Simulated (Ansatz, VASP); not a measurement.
# Two plane-wave programs on SnO2 (Cassiterite)

```
Sn O
1.0
     4.73800    0.00000    0.00000
     0.00000    4.73800    0.00000
     0.00000    0.00000    3.18650
Sn O
2 4
Direct
  0.50000 0.50000 0.50000
  0.00000 0.00000 0.00000
  0.80710 0.19290 0.50000
  0.69290 0.69290 0.00000
  0.19290 0.80710 0.50000
  0.30710 0.30710 0.00000
```

Alike in both runs: task relaxation of cell and atoms; functional PBE; k mesh 6 × 6 × 8; occupations fermi-dirac, width 0.05 eV; no spin polarisation.

|  | VASP | Ansatz |
| --- | --- | --- |
| version | VASP 6.6.1 | Ansatz 0.2.0 |
| potentials or method | VASP PAW PBE potentials, release 64 (Sn_d_GW, O_GW) | Ansatz PAW |
| plane-wave cutoff (eV) | 630 | 420 |
| valence electrons in the cell | 52 | 52 |

|  | VASP | Ansatz | Ansatz less VASP |
| --- | --- | --- | --- |
| gap on the k mesh at the Fermi level, each at its own relaxed structure (eV) | 0.68 | 0.68 | -0.003 |
| relaxed volume (Å³/atom) | 12.54 | 12.58 | +0.034 |
| relaxed cell length with the largest relative difference (Å) | 4.818 | 4.827 | +0.0091 |
| energy change over the relaxation (meV/atom) | -20 | -22 | -1.5 |

Caveats: spin-orbit coupling is left out, which moves the levels of the heavy elements; the plane-wave basis is chosen anew once the cell has moved, so the energies of steps on either side of that aren't comparable (Ansatz); the pressure holds a Pulay correction of +0.8 GPa for the finite cutoff (Ansatz). PBE usually gives volumes a little too large and moduli too small. As with any semilocal functional, this PBE gap is likely too small.
